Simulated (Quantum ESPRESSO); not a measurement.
Crystal: Nb.

```
CELL_PARAMETERS angstrom
-1.66395 1.66395 1.66395
1.66395 -1.66395 1.66395
1.66395 1.66395 -1.66395
ATOMIC_POSITIONS crystal
Nb 0.00000 0.00000 0.00000
```

Base run:

```yaml
Program: Quantum ESPRESSO 7.5
Functional: PBEsol
Potentials_or_basis: SG15 PBE 1.2
Cutoff: 952 eV
Density_cutoff: 3810 eV
k_mesh: 11 × 11 × 11
Occupations: fermi-dirac, width 0.05 eV
Spin: no spin polarisation
```

Its results: band gap on the k mesh none (metal or under the smearing width); pressure -7.6 GPa.

**Question.** The run is repeated on the same cell with these changes: functional from PBEsol to PW91. What comes out?

**Answer.** Band gap on the k mesh none (metal or under the smearing width); pressure -2.6 GPa.

PW91 binds less tightly than PBEsol, so the same cell stands under more pressure.

Caveats: the potentials were made for another functional, which shifts forces and pressure.
